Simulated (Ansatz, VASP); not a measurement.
# Al2O3 in VASP and in Ansatz

```
Al O
1.0
     3.01748    0.00000    0.00000
    -1.50874    2.61322    0.00000
     0.00000    0.00000    7.57464
Al O
2 3
Direct
  0.00000 0.00000 0.27795
  0.00000 0.00000 0.72205
  0.33333 0.66667 0.19945
  0.66667 0.33333 0.80055
  0.00000 0.00000 0.50000
```

Measurements of this composition are mostly on another form, of space group No. 167.

Alike in both runs: task single point; functional BLYP; k mesh 12 × 12 × 4; no spin polarisation.

```csv
,VASP,Ansatz
version,VASP 6.6.1,Ansatz 0.2.0
potentials or method,"VASP PAW PBE potentials, release 64 (Al, O)","plane waves, PAW"
plane-wave cutoff (eV),520,450
occupations,"gaussian, width 0.01 eV",fixed
valence electrons in the cell,24,24
```

Ansatz gave:

* pressure (GPa): 1.4
* largest component of the traceless stress (GPa): 1.08

Which values does VASP return?

Pressure (GPa): 2.0; largest component of the traceless stress (GPa): 0.67.

Ansatz warned: «stress_scf_threshold_loose».

Caveats: the PAW data sets were made with another functional, which shifts forces and pressure a little (VASP). BLYP gaps usually lie below the measured ones, often by a third to a half. A k mesh can miss the band edges.
